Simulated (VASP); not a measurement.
Crystal: HgSe.

```
CELL_PARAMETERS angstrom
0.00000 3.03900 3.03900
3.03900 0.00000 3.03900
3.03900 3.03900 0.00000
ATOMIC_POSITIONS crystal
Hg 0.00000 0.00000 0.00000
Se 0.25000 0.25000 0.25000
```

```yaml
Program: VASP 6.6.1
Task: relaxation of cell and atoms
Functional: PBE
Potentials_or_basis: VASP PAW PBE potentials, release 64 (Hg, Se)
Cutoff: 600 eV
k_mesh: 10 × 10 × 10
Occupations: gaussian, width 0.03 eV
Spin: no spin polarisation
```

At the start: pressure 5.1 GPa; volume 28.07 Å³/atom.

Task: How do energy, volume and symmetry change on relaxing?

Result: Over 3 steps the energy falls by 39.3 meV/atom and the volume is 30.79 Å³/atom (+9.7 %); space group F-43m (No. 216, to 0.05 Å).

Step by step:
```
step  energy change (eV)  largest force (eV/Å)  pressure (GPa)  volume (Å³)
   1              0.0000                0.0000            5.06        56.13
   2             -0.0702                0.0000           -1.26        63.64
   3             -0.0785                0.0000            0.02        61.59
```

Final structure:
```
Hg Se
1.0
     0.00000    3.13439    3.13439
     3.13439    0.00000    3.13439
     3.13439    3.13439    0.00000
Hg Se
1 1
Direct
  0.00000 0.00000 0.00000
  0.25000 0.25000 0.25000
```
